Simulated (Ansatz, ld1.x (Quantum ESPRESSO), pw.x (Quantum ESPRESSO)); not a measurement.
## Ir: one change to the PAW potential, in the atom and in the sc crystal

* Element: Ir
* Generator: ld1.x (Quantum ESPRESSO) 7.5
* Type: PAW
* Functional: PBE
* Relativity: scalar-relativistic
* Frozen core: [Xe] 4f14
* Valence charge: 9
* Reference configuration: 5d7 6s2 6p0
* Partial waves: 6s (bound): rcut 1.70, rcutus 2.35 bohr; 6s channel at 3.95 Ry: rcut 1.70, rcutus 2.35 bohr; 6p (bound, empty): rcut 2.95, rcutus 3.50 bohr; 6p channel at 1.1 Ry: rcut 2.95, rcutus 3.50 bohr; 5d (bound): rcut 1.45, rcutus 1.95 bohr; 5d channel at 0.2 Ry: rcut 1.45, rcutus 1.95 bohr
* Local potential: all-electron potential smoothed inside 2.20 bohr (lloc = -1)
* Core correction: Bessel-smoothed model core, default radius (core density twice the valence density)
* Augmentation charge: GAUSS, radius 1.35 bohr

Change: wave 5d channel at 0.2 Ry: rcut 1.45, rcutus 1.95 bohr becomes 5d channel at 0.4 Ry: rcut 1.45, rcutus 1.95 bohr.

Cutoffs, loose and tight: the cutoffs (Ry, on a coarse ladder) from which the occupation-weighted sum of valence levels, in a spherical-Bessel basis at the reference potential, stays within 10 and 1 mRy of its value at 400 Ry. They do not see the model core or the augmentation charge, which bear on the density cutoff. Test errors are all-electron minus pseudo excitation energies from the reference, over the configurations 5d7 6s1 6p0; 5d7 6s0 6p0; 5d6 6s0 6p0; 5d6 6s2 6p1; 5d8 6s1 6p0; 5d7 6s1.5 6p0; 5d7 6s0 6p2; variants that change the core or the reference have their own tests.

Crystal test: sc Ir in pw.x 7.5, no spin, 13³ k-points, Fermi–Dirac smearing 0.01 Ry, cutoffs set for each file from its atomic test. The reference is all-electron LAPW (Ansatz 0.2.0) with the same functional, mesh and smearing; V0 and B0 come from Birch–Murnaghan fits to the pressures at five volumes. Errors are pseudo minus all-electron; Δ is the rms difference of the E(V) curves that follow from these fits, minima aligned, over ±6 % about the mean V0. Mesh and smearing are coarse, so the numbers serve the comparison and aren't converged zero-temperature values; the lattice is a test structure that the element need not adopt.

All-electron: a0 = 2.573 Å (V0 = 17.04 Å³/atom), B0 = 242.7 GPa.

Problem. Does the change bring the crystal closer to the all-electron result?

Solution. The mean pressure error goes from -5.69 to -3.90 GPa, so the change moves the solid closer to the all-electron pressures.

```
                       quantity       base    changed
                 outcome (atom)  generated  generated
           cutoff, loose (atom)      30 Ry      30 Ry
           cutoff, tight (atom)      50 Ry      50 Ry
            bound ghosts (atom)       none       none
largest test error (meV) (atom)       +125       -116
           cutoffs in pw.x (Ry)     60/480     60/480
                         a0 (Å)      2.554      2.560
                   a0 error (%)      -0.76      -0.52
                   B0 error (%)       +7.4       +4.9
                   Δ (meV/atom)       21.1       14.4
      mean pressure error (GPa)      -5.69      -3.90
```

Base: The largest radius (3.50 bohr) exceeds half the bond length (2.43 bohr), so the spheres overlap, which is one possible source of error among others. This is a poor potential for the solid. Changed file: The largest radius (3.50 bohr) exceeds half the bond length (2.43 bohr), so the spheres overlap, which is one possible source of error among others. This is a poor potential for the solid. The atomic cutoffs weigh occupied waves only.
